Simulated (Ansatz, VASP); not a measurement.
**Two plane-wave programs on GaP**

Contents of INCAR:

```
PREC     = Accurate       # precision mode
ENCUT    = 520            # plane-wave cutoff, eV
EDIFF    = 1E-6           # SCF threshold, eV
ISMEAR   = -1             # smearing method
SIGMA    = 0.05           # smearing width, eV
LREAL    = F              # projectors in reciprocal space
LASPH    = T              # aspherical terms in the spheres
NELM     = 100            # most SCF steps
ALGO     = Normal         # electronic algorithm
ISIF     = 2              # what is computed and relaxed
LWAVE    = F              # write WAVECAR
LCHARG   = F              # write CHGCAR
METAGGA  = R2SCAN         # meta-GGA
LMIXTAU  = T
```

The input KPOINTS:

```
Automatic mesh
0
Gamma
  8 8 8
```

Contents of POSCAR:

```
GaP
1.0
    0.0000000000      2.7611126653      2.7611126653
    2.7611126653      0.0000000000      2.7611126653
    2.7611126653      2.7611126653      0.0000000000
Ga P
1 1
Direct
    0.0000000000      0.0000000000      0.0000000000
    0.7500000000      0.7500000000      0.7500000000
```

Contents of input.yaml:

```yaml
crystal:
  lattice:
    - [0.0, 2.7611126653, 2.7611126653]
    - [2.7611126653, 0.0, 2.7611126653]
    - [2.7611126653, 2.7611126653, 0.0]
  atoms:
    - { symbol: Ga, position: [0.0, 0.0, 0.0] }
    - { symbol: P, position: [0.75, 0.75, 0.75] }
hamiltonian:
  xc: r2scan
  pseudopotentials: { kind: paw }
kpoints:
  mp_grid: { grid: [8, 8, 8] }
scf:
  occupations: { method: fermi_dirac, width: 0.05 }
output:
  forces: true
  stress: true
  eigenvalues: true
```

Change from the starting cell: volume scaled by 1.04.

Alike in both runs: task single point; functional r2SCAN; k mesh 8 × 8 × 8; occupations fermi-dirac, width 0.05 eV; no spin polarisation.

|  | VASP | Ansatz |
| --- | --- | --- |
| version | VASP 6.6.1 | Ansatz 0.2.0 |
| potentials or method | VASP PAW PBE potentials, release 64 (Ga_d, P) | Ansatz PAW |
| plane-wave cutoff (eV) | 520 | 500 |
| valence electrons in the cell | 18 | 18 |

VASP gave:

- gap on the k mesh at the Fermi level (eV): 1.91
- least direct gap on the mesh (eV): 2.00
- pressure (GPa): -3.2

**Question.** What did Ansatz give for the same quantities?

**Answer.** gap on the k mesh at the Fermi level (eV): 1.91; least direct gap on the mesh (eV): 2.02; pressure (GPa): -3.1.

Caveats: the PAW data sets were made with another functional, which shifts forces and pressure a little (VASP); the PAW data sets come from PBE, with cores solved anew for the run's functional, which leaves a small shift of forces and pressure (Ansatz). A k mesh can miss the band edges.
